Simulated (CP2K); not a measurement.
**MoS2: equation of state with PBEsol**

The system is MoS2, a slab with vacuum.

```
Mo S
1.0
     3.18454    0.00000    0.00000
    -1.59227    2.75789    0.00000
     0.00000    0.00000   21.67053
Mo S
2 4
Direct
  0.33333 0.66667 0.85116
  0.66667 0.33333 0.14884
  0.66667 0.33333 0.77963
  0.33333 0.66667 0.07725
  0.66667 0.33333 0.92275
  0.33333 0.66667 0.22037
```

| Item | Value |
| --- | --- |
| Program | CP2K 2026.2 |
| Task | equation of state |
| Functional | PBEsol |
| Potentials or basis | POTENTIAL_UZH Mo GTH-PBE-q14, S GTH-PBE-q6; TZVP-MOLOPT-PBE-GTH basis |
| Density cutoff | 6123 eV |
| k mesh | 10 × 10 × 2 |
| Occupations | fermi-dirac, width 0.05 eV |
| Spin | no spin polarisation |
| SCF solver | diagonalisation with k points |
| Quickstep method | GPW |
| EPS_DEFAULT | 1.0E-10 |
| EPS_SCF | 1.0E-6 |
| MAX_SCF | 100 |
| SCF_GUESS | ATOMIC |
| k points reduced by the point group | yes |
| Mesh centred on Gamma | yes |
| CHOLESKY | OFF |
| EPS_EIGVAL | 1.0E-7 |
| MIXING METHOD | BROYDEN_MIXING |
| MIXING ALPHA | 0.4 |
| NBUFFER | 8 |
| NGRIDS | 4 |
| Basis sets | Mo TZVP-MOLOPT-PBE-GTH-q14, S TZVP-MOLOPT-PBE-GTH-q6 |
| Potentials | Mo GTH-PBE-q14 of POTENTIAL_UZH, S GTH-PBE-q6 of POTENTIAL_UZH |
| ADDED_MOS | [24] |
| REL_CUTOFF (Ry) | 60 Ry |
| MIXING BETA (1/bohr) | 1.5 1/bohr |
| CUTOFF of the grids | 450 Ry |

```json
{"Equilibrium volume": "31.50 Å³/atom", "Bulk modulus at fixed shape and positions": "87 GPa", "Pressure derivative of the bulk modulus": "4.4"}
```

Energy against volume, from the lowest point:
| volume (Å³/atom) | energy (meV/atom) |
| --- | --- |
| 29.817 | 26.59 |
| 30.452 | 9.70 |
| 31.086 | 1.13 |
| 31.721 | 0.00 |
| 32.355 | 5.56 |
| 32.990 | 17.12 |
| 33.624 | 34.07 |

All runs of the series together: 2.7 min on 4 threads of Arm Neoverse V2, on a shared host.

Caveat: the cell was scaled at fixed shape and fractional positions, which overstates the stiffness of a crystal with free parameters, most of all of layers and chains; the potentials were made for another functional, which shifts forces and pressure; the basis of atomic orbitals isn't converged, which shifts pressures, moduli and gaps.
